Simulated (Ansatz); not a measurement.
## Fe under changes of volume

One of the cells (12.019 Å³/atom); the others are scaled copies at fixed shape and fractional positions:

```xyz
1
Lattice="-1.4430 1.4430 1.4430 1.4430 -1.4430 1.4430 1.4430 1.4430 -1.4430" Properties=species:S:1:pos:R:3 pbc="T T T"
Fe    0.0000    0.0000    0.0000
```

```yaml
Program: Ansatz 0.2.0
Functional: BPBE
Potentials_or_basis: Ansatz PAW
Cutoff: "420 eV (not typed: the program's choice for these potentials)"
k_mesh: 13 × 13 × 13
Occupations: fermi-dirac, width 0.05 eV
Spin: collinear spin, ferromagnetic start
Starting_moments: "[3.0] μB"
```

| volume (Å³/atom) | energy over the lowest point (meV/atom) | pressure (GPa) | moment (μB per cell) |
| --- | --- | --- | --- |
| 11.298 | 0.00 | -0.2 | 2.11 |
| 11.538 | 3.57 | -4.2 | 2.14 |
| 11.778 | 12.73 | -7.5 | 2.18 |
| 12.019 | 26.39 | -10.1 | 2.23 |
| 12.259 | ? | ? | ? |
| 12.499 | 62.45 | -13.5 | 2.38 |
| 12.740 | 83.56 | -14.1 | 2.48 |

**Question.** What does the run at 12.259 Å³/atom give?

**Answer.** Energy over the lowest point 43.10 meV/atom; pressure -12.0 GPa; moment 2.30 μB per cell.

Worked out: A Birch-Murnaghan fit of order 3 (a polynomial in V^(-2/3)) to the other rows has its minimum at 11.29 Å³/atom, just outside them, with B0 = V·E''(V) = 222 GPa (rough, since the energies scatter). It gives 43.20 meV/atom at 12.259 Å³/atom, against the run's 43.10, and -dE/dV = -12.2 GPa, against -12.0. A parabola through the other rows of the moment, of slope 0.312 μB per Å³/atom there, gives 2.30 μB, against the run's 2.30.

Energies are extrapolated to zero smearing.

Caveats: the PAW data sets come from PBE, with cores solved anew for the run's functional, which leaves a small shift of forces and pressure.
